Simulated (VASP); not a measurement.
# BN (F-43m) in VASP: a series of runs

Runs on BN. Level: PBE. Tasks: G0W0 quasiparticle levels.

Program: VASP 6.6.1. These are calculated values, not measurements. Logs are shortened: lines on timing, memory, paths and dates and some standing lists are left out, and cuts for length are marked.

## (1) The structure

Symmetry: F-43m, No. 216, cubic system. The conventional cell has a = 3.626 Å, b = 3.626 Å, c = 3.626 Å, α = 90.00°, β = 90.00°, γ = 90.00°. N (site symmetry -43m) has 4 B at 1.57 Å as nearest neighbours. Around B (site symmetry -43m) lie 4 N at 1.57 Å.

The cell is a database's computed one.

## (2) G0W0 quasiparticle levels, PBE

File POSCAR:

```
BN
1.0
    0.0000000000      1.8130010000      1.8130010000
    1.8130010000      0.0000000000      1.8130010000
    1.8130010000      1.8130010000      0.0000000000
N B
1 1
Direct
    0.2500000000      0.2500000000      0.2500000000
    0.0000000000      0.0000000000      0.0000000000
```

File INCAR.step1:

```
SYSTEM = BN
PREC = Accurate ; ENCUT = 450
EDIFF = 1E-8 ; ISMEAR = 0
SIGMA = 0.01 ; LREAL = .FALSE.
LASPH = .TRUE. ; NELM = 80
ALGO = Normal ; LWAVE = .TRUE.
LCHARG = .FALSE. ; GGA = PE
```

File INCAR.step2:

```
SYSTEM = BN
PREC = Accurate ; ENCUT = 450
EDIFF = 1E-8 ; ISMEAR = 0
SIGMA = 0.01 ; LREAL = .FALSE.
LASPH = .TRUE. ; NELM = 1
ALGO = Exact ; LWAVE = .TRUE.
LCHARG = .FALSE. ; GGA = PE
NBANDS = 51 ; LOPTICS = .TRUE.
ISTART = 1
```

File INCAR.step3:

```
SYSTEM = BN
PREC = Accurate ; ENCUT = 450
EDIFF = 1E-8 ; ISMEAR = 0
SIGMA = 0.01 ; LREAL = .FALSE.
LASPH = .TRUE. ; ALGO = EVGW0
LWAVE = .FALSE. ; LCHARG = .FALSE.
GGA = PE ; NELMGW = 1
NBANDS = 51 ; ENCUTGW = 100
NOMEGA = 48 ; PRECFOCK = Fast
ISTART = 1 ; NBANDSGW = 12
```

File KPOINTS:

```
Automatic mesh
0
G
  3 3 3
  0 0 0
```

Potentials or basis: VASP PAW PBE potentials, release 64 (N_GW, B_GW).

Started as:

```bash
> cat potpaw_PBE.64/N_GW/POTCAR potpaw_PBE.64/B_GW/POTCAR > POTCAR
> cp INCAR.step1 INCAR
> mpirun -np 1 vasp_std > vasp.out
> cp INCAR.step2 INCAR
> mpirun -np 1 vasp_std > vasp.out
> cp INCAR.step3 INCAR
> mpirun -np 1 vasp_std > vasp.out
```

OUTCAR:

```text
SYSTEM = BN
   PREC = Accurate
   ENCUT = 450
   EDIFF = 1E-8
   ISMEAR = 0
   LREAL = .FALSE.
   LASPH = .TRUE.
   GGA = PE
   NELMGW = 1
   ENCUTGW = 100
   PRECFOCK = Fast
   ISTART = 1

 Found      4 irreducible k-points:

 Following reciprocal coordinates:
            Coordinates               Weight
  0.000000  0.000000  0.000000      1.000000
  0.333333  0.000000  0.000000      8.000000
  0.333333  0.333333  0.000000      6.000000
 -0.333333  0.333333  0.000000     12.000000
   k-points           NKPTS =      4   k-points in BZ     NKDIM =     27   number of bands    NBANDS=     51
   number of dos      NEDOS =    301   number of ions     NIONS =      2
   total plane-waves  NPLWV =   5832
   dimension x,y,z NGX =    18 NGY =   18 NGZ =   18
   dimension x,y,z NGXF=    36 NGYF=   36 NGZF=   36
   ions per type =               1   1
   NGX,Y,Z   is equivalent  to a cutoff of  11.67, 11.67, 11.67 a.u.
   NGXF,Y,Z  is equivalent  to a cutoff of  23.34, 23.34, 23.34 a.u.
 SYSTEM =  BN
   PREC   = accura    normal or accurate (medium, high low for compatibility)
   ISTART =      1    job   : 0-new  1-cont  2-samecut
   ICHARG =      0    charge: 1-file 2-atom 10-const
   ISPIN  =      1    spin polarized calculation?
   LNONCOLLINEAR =      F non collinear calculations
   LSORBIT =      F    spin-orbit coupling
   LASPH  =      T    aspherical Exc in radial PAW
   ENCUT  =  450.0 eV  33.07 Ry    5.75 a.u.   4.43  4.43  4.43*2*pi/ulx,y,z
   NELM   =     60;   NELMIN=  2; NELMDL=  0     # of ELM steps
   EDIFF  = 0.1E-07   stopping-criterion for ELM
   LREAL  =      F    real-space projection
   EDIFFG = 0.1E-06   stopping-criterion for IOM
   NSW    =      0    number of steps for IOM
   IBRION =     -1    ionic relax: 0-MD 1-quasi-New 2-CG
   NFREE  =      0    steps in history (QN), initial steepest desc. (CG)
   ISIF   =      0    stress and relaxation
   ISYM   =      3    0-nonsym 1-usesym 2-fastsym
   POTIM  = 0.5000    time-step for ionic-motion
   TEBEG  =    0.0;   TEEND  =   0.0 temperature during run
   PSTRESS=    0.0 pullay stress
   NELECT =       8.0000    total number of electrons
   NUPDOWN=      -1.0000    fix difference up-down
   EMIN   =  10.00;   EMAX   =-10.00  energy-range for DOS
   EFERMI =   0.00;   METHOD = LEGACY
   ISMEAR =     0;   SIGMA  =   0.01  broadening in eV -4-tet -1-fermi 0-gaus
   EFERMI_NEDOS =   21; number of points for ismear=-14 and -15
   IALGO  =     38    algorithm
   IMIX   =      4    mixing-type and parameters
     AMIX     =   0.40;   BMIX     =  1.00
     AMIX_MAG =   1.60;   BMIX_MAG =  1.00
  volume/ion in A,a.u.               =       5.96        40.22
  Fermi-wavevector in a.u.,A,eV,Ry     =   1.433387  2.708709 27.954506  2.054598
  Thomas-Fermi vector in A             =   2.552911
   LORBIT       =      0    0 simple, 1 ext, 2 COOP (PROOUT), +10 PAW based schemes
   GGA     = PE    functional components
   LHFCALC =     T    Hartree Fock is set to
   PRECFOCK=fast      Normal, Fast or Accurate (Low or Medium for compatibility)
   ENCUT4O =  -1.0   cutoff for four orbital integrals eV
   NKREDX  =     1    reduce k-point grid by
   NKREDY  =     1    reduce k-point grid by
   NKREDZ  =     1    reduce k-point grid by
   AEXX    =    1.0000 exact exchange contribution
   HFSCREEN=    0.0000 screening length (either q_TF or 0.3 A-1)
   HFSCREENC=   0.0000 screening length for correlation (either q_TF or 0.3 A-1)
   ENCUTFOCK=  -1.0 apply spherical cutoff to Coloumb kernel
   IVDW    =     0    specifies the selected vdW correction
   LEPSILON=     F    determine dielectric tensor
   LRPA    =     F    only Hartree local field effects (RPA)
   LRPAFORCE           =     F    calculate RPA forces
   ENCUTGW             = 100.0    cutoff for response function in eV
   ENCUTGWSOFT         =  80.0    soft cutoff for Coulomb kernel in GW response function in eV
   ENCUTLF             =  -1.0    cutoff for local field effects
   NELMGW              =     1    number of iterations in solving QP/BSE equation
   NELMHF              =     1    number of iterations in the inner HF iteration
   NKREDLFX            =     1    NKREDLFY  =   1   NKREDLFZ  =   1
 non-spin polarized calculation
 Gauss-broadening in eV      SIGMA  =   0.01
  energy-cutoff  :      450.00
  volume of cell :       11.92
 maximum number of plane-waves:       259
 NGX is ok and might be reduce to    18
  NGX = 12; NGY = 12; NGZ = 12
   NGX =  9   NGY =  9   NGZ =  9
 maximum number of plane-waves:        28
 NGX is ok and might be reduce to    10

 QP shifts <psi_nk| G(iteration)W_0 |psi_nk>: iteration 1
 for sc-GW calculations column KS-energies equals QP-energies in previous step
 and V_xc(KS)=  KS-energies - (<T + V_ion + V_H > + <T+V_H+V_ion>^1  + <V_x>^1)

 k-point   1 :       0.0000    0.0000    0.0000
  band No.  KS-energies  QP-energies   sigma(KS)   V_xc(KS)     V^pw_x(r,r')   Z            occupation Imag(sigma)

      1     -12.7045     -14.5799     -17.8442     -15.4437     -26.3915       0.7813       2.0000       1.4340
      2       7.4800       6.9572     -18.8933     -18.2590     -22.3910       0.8241       2.0000       0.1151
      3       7.4800       6.9572     -18.8933     -18.2590     -22.3910       0.8241       2.0000       0.1151
      4       7.4800       6.9572     -18.8933     -18.2590     -22.3910       0.8241       2.0000       0.1151
      5      16.1541      17.4757     -12.1401     -13.7408      -6.6858       0.8256       0.0000      -0.1311
      6      16.1541      17.4757     -12.1401     -13.7408      -6.6858       0.8256       0.0000      -0.1311
      7      16.1541      17.4757     -12.1401     -13.7408      -6.6858       0.8256       0.0000      -0.1311
      8      17.6446      18.7910     -13.9750     -15.3925      -8.0853       0.8087       0.0000      -0.1585
      9      31.9542      32.3900     -10.8038     -11.3463      -3.2201       0.8034       0.0000      -0.6793
     10      35.0433      36.2142     -11.8488     -13.2558      -5.3479       0.8323       0.0000      -0.5293
     11      35.0433      36.2142     -11.8488     -13.2558      -5.3479       0.8323       0.0000      -0.5293
     12      35.6373      36.2190     -10.2800     -10.9827      -2.9663       0.8278       0.0000      -0.8646

 k-point   2 :       0.3333    0.0000    0.0000
  band No.  KS-energies  QP-energies   sigma(KS)   V_xc(KS)     V^pw_x(r,r')   Z            occupation Imag(sigma)

      1     -10.1846     -11.8603     -18.1847     -16.0149     -26.2370       0.7723       2.0000       1.1070
      2      -0.3875      -1.6587     -17.1302     -15.5250     -21.8274       0.7919       2.0000       0.2215
      3       5.9144       5.2331     -18.3366     -17.5013     -21.9873       0.8156       2.0000       0.1257
      4       5.9144       5.2331     -18.3366     -17.5013     -21.9873       0.8156       2.0000       0.1257
      5      17.2083      18.3231     -13.1485     -14.5090      -7.5426       0.8194       0.0000      -0.1438
      6      17.9907      19.3795     -12.4034     -14.0980      -6.7171       0.8196       0.0000      -0.1486
      7      17.9907      19.3795     -12.4034     -14.0980      -6.7171       0.8196       0.0000      -0.1486
      8      21.8856      23.4408     -13.7613     -15.7170      -7.3366       0.7952       0.0000      -0.2283
      9      30.4998      31.1053     -10.7142     -11.4642      -3.4614       0.8073       0.0000      -0.5412
     10      31.6850      32.6567     -11.3523     -12.5356      -4.6660       0.8212       0.0000      -0.5094
     11      31.6850      32.6567     -11.3523     -12.5356      -4.6660       0.8212       0.0000      -0.5094
     12      34.8352      35.9604     -11.5507     -12.9790      -3.5467       0.7878       0.0000      -0.8880

 k-point   3 :       0.3333    0.3333    0.0000
  band No.  KS-energies  QP-energies   sigma(KS)   V_xc(KS)     V^pw_x(r,r')   Z            occupation Imag(sigma)

      1      -9.3669     -10.9897     -18.2904     -16.1938     -26.1623       0.7739       2.0000       1.0187
      2       1.4101       0.2368     -18.0044     -16.5363     -22.5282       0.7991       2.0000       0.1852
      3       3.4490       2.5166     -17.6360     -16.4851     -21.6274       0.8101       2.0000       0.1491
      4       3.4490       2.5166     -17.6360     -16.4851     -21.6274       0.8101       2.0000       0.1491
      5      13.0634      13.8334     -11.8246     -12.7460      -6.7471       0.8358       0.0000      -0.1186
      6      17.6331      18.5274     -11.8464     -12.9241      -6.3551       0.8299       0.0000      -0.1405
      7      22.8744      24.6831     -13.5387     -15.8195      -6.8812       0.7930       0.0000      -0.2497
      8      22.8744      24.6831     -13.5387     -15.8195      -6.8812       0.7930       0.0000      -0.2497
      9      26.5646      28.0220     -13.6235     -15.4596      -6.7446       0.7938       0.0000      -0.3434
     10      34.6302      35.8352     -11.6155     -13.1424      -3.4910       0.7891       0.0000      -0.8828
     11      40.0725      41.3733     -11.7474     -13.3029      -4.8202       0.8362       0.0000      -0.9843
     12      42.6797      43.6643     -10.9056     -12.1199      -3.0257       0.8108       0.0000      -1.2099

 k-point   4 :      -0.3333    0.3333    0.0000
  band No.  KS-energies  QP-energies   sigma(KS)   V_xc(KS)     V^pw_x(r,r')   Z            occupation Imag(sigma)

      1      -7.3843      -8.8464     -19.1192     -17.2314     -26.7577       0.7745       2.0000       0.8350
      2      -0.9236      -2.2389     -16.6589     -14.9926     -21.3312       0.7893       2.0000       0.2329
      3       0.1065      -1.1809     -17.0107     -15.3973     -21.5376       0.7980       2.0000       0.2039
      4       3.9902       3.1135     -17.7964     -16.7145     -21.7092       0.8103       2.0000       0.1436
      5      15.2084      16.0753     -12.0428     -13.0861      -6.8133       0.8310       0.0000      -0.1275
      6      21.7399      23.3112     -14.0239     -15.9843      -7.8310       0.8016       0.0000      -0.2101
      7      21.9107      23.6210     -13.2011     -15.3419      -6.6763       0.7989       0.0000      -0.2287
      8      23.3440      24.9956     -13.4272     -15.5300      -6.4707       0.7854       0.0000      -0.2836
      9      25.4984      26.6116     -11.9899     -13.3611      -5.6086       0.8118       0.0000      -0.2597
     10      32.3255      33.2736     -11.2117     -12.3564      -4.7162       0.8282       0.0000      -0.4939
     11      34.0402      35.5591     -12.2787     -14.2195      -4.1780       0.7827       0.0000      -0.8010
     12      42.0541      42.8319     -10.6151     -11.5505      -2.9540       0.8315       0.0000      -1.2376
```

Wall time 5.2 s (1 thread of Intel Xeon Platinum 8259CL at 2.50GHz (Skylake/Cascade Lake), shared host); peak memory 0.12 GiB.

These settings aren't checked as converged: the numbers below hold their error.

What came out:

* Band gap on the k mesh, mean-field level: 5.58 eV, indirect (least direct gap 8.67 eV)
* Quasiparticle gap: 6.88 eV
* Least direct quasiparticle gap: 10.52 eV

Caveat: the k mesh is coarse (spacing up to 1.00 Å⁻¹), so the values aren't converged; bands, screening cutoff and mesh are small and nothing is extrapolated, so the quasiparticle values aren't converged; an odd mesh through Γ misses points on the zone boundary, where band edges often lie.

## (3) G0W0 quasiparticle levels, PBE

POSCAR is that of step 2.

INCAR.step1 is that of step 2.

INCAR.step2 is that of step 2.

INCAR.step3, as its differences from that of step 2:

```diff
@@ -7,3 +7,3 @@
 GGA = PE ; NELMGW = 1
-NBANDS = 51 ; ENCUTGW = 100
+NBANDS = 51 ; ENCUTGW = 150
 NOMEGA = 48 ; PRECFOCK = Fast
```

KPOINTS is that of step 2.

Potentials or basis: VASP PAW PBE potentials, release 64 (N_GW, B_GW).

Started as:

```bash
> cat potpaw_PBE.64/N_GW/POTCAR potpaw_PBE.64/B_GW/POTCAR > POTCAR
> cp INCAR.step1 INCAR
> mpirun -np 1 vasp_std > vasp.out
> cp INCAR.step2 INCAR
> mpirun -np 1 vasp_std > vasp.out
> cp INCAR.step3 INCAR
> mpirun -np 1 vasp_std > vasp.out
```

OUTCAR:

```text
SYSTEM = BN
   PREC = Accurate
   ENCUT = 450
   EDIFF = 1E-8
   ISMEAR = 0
   LREAL = .FALSE.
   LASPH = .TRUE.
   GGA = PE
   NELMGW = 1
   ENCUTGW = 150
   PRECFOCK = Fast
   ISTART = 1

 Found      4 irreducible k-points:

 Following reciprocal coordinates:
            Coordinates               Weight
[... 85 lines left out ...]
      1     -12.7045     -14.7129     -18.0096     -15.4437     -26.3915       0.7827       2.0000       1.4669
      2       7.4800       6.7458     -19.1517     -18.2590     -22.3910       0.8224       2.0000       0.1092
      3       7.4800       6.7458     -19.1517     -18.2590     -22.3910       0.8224       2.0000       0.1092
      4       7.4800       6.7458     -19.1517     -18.2590     -22.3910       0.8224       2.0000       0.1092
      5      16.1541      17.4205     -12.2046     -13.7408      -6.6858       0.8244       0.0000      -0.1324
      6      16.1541      17.4205     -12.2046     -13.7408      -6.6858       0.8244       0.0000      -0.1324
      7      16.1541      17.4205     -12.2046     -13.7408      -6.6858       0.8244       0.0000      -0.1324
      8      17.6446      18.7517     -14.0167     -15.3925      -8.0853       0.8046       0.0000      -0.1610
      9      31.9542      32.3868     -10.8068     -11.3463      -3.2201       0.8019       0.0000      -0.6715
     10      35.0433      36.1781     -11.8956     -13.2558      -5.3479       0.8343       0.0000      -0.5467
     11      35.0433      36.1781     -11.8956     -13.2558      -5.3479       0.8343       0.0000      -0.5467
     12      35.6373      36.2249     -10.2734     -10.9827      -2.9663       0.8284       0.0000      -0.8596
[... 36 lines left out ...]
      1      -7.3843      -9.0016     -19.3194     -17.2314     -26.7577       0.7746       2.0000       0.8675
      2      -0.9236      -2.3647     -16.8201     -14.9926     -21.3312       0.7885       2.0000       0.2237
      3       0.1065      -1.3137     -17.1786     -15.3973     -21.5376       0.7973       2.0000       0.1943
      4       3.9902       2.9423     -18.0094     -16.7145     -21.7092       0.8093       2.0000       0.1357
      5      15.2084      16.0493     -12.0730     -13.0861      -6.8133       0.8301       0.0000      -0.1281
      6      21.7399      23.1918     -14.1680     -15.9843      -7.8310       0.7994       0.0000      -0.2153
      7      21.9107      23.5191     -13.3230     -15.3419      -6.6763       0.7967       0.0000      -0.2322
      8      23.3440      24.8896     -13.5551     -15.5300      -6.4707       0.7826       0.0000      -0.2895
      9      25.4984      26.5746     -12.0352     -13.3611      -5.6086       0.8117       0.0000      -0.2627
     10      32.3255      33.2759     -11.2111     -12.3564      -4.7162       0.8298       0.0000      -0.4906
     11      34.0402      35.4875     -12.3701     -14.2195      -4.1780       0.7826       0.0000      -0.8134
     12      42.0541      42.8355     -10.6114     -11.5505      -2.9540       0.8321       0.0000      -1.2255
```

OUTCAR.step1:

```text
SYSTEM = BN
   PREC = Accurate
   ENCUT = 450
   EDIFF = 1E-8
   ISMEAR = 0
   LREAL = .FALSE.
   LASPH = .TRUE.
[... 151 lines left out ...]
      0.90650      0.90650      0.90650        -0.000000     -0.000000      0.000000
      0.00000      0.00000      0.00000         0.000000      0.000000     -0.000000
 -----------------------------------------------------------------------------------
    total drift:                                0.000001      0.000001      0.000001

  FREE ENERGIE OF THE ION-ELECTRON SYSTEM (eV)
  ---------------------------------------------------
  free  energy   TOTEN  =       -17.0724773974 eV

  energy  without entropy=      -17.0724773974  energy(sigma->0) =      -17.07247740
```

It took 5.4 s on 1 thread of Intel Xeon Platinum 8259CL at 2.50GHz (Skylake/Cascade Lake), shared host; peak memory 0.12 GiB.

The run converged, but some of its settings lie outside the range that counts as converged, so its numbers aren't taken as properties of the crystal.

What came out:

```yaml
Band_gap_on_the_k_mesh_mean-field_level: 5.58 eV, indirect (least direct gap 8.67 eV)
Quasiparticle_gap: 7.08 eV
Least_direct_quasiparticle_gap: 10.67 eV
```

Caveat: the k mesh is coarse (spacing up to 1.00 Å⁻¹), so the values aren't converged; bands, screening cutoff and mesh are small and nothing is extrapolated, so the quasiparticle values aren't converged; an odd mesh through Γ misses points on the zone boundary, where band edges often lie.

(Part 1 of 2 ends here.)
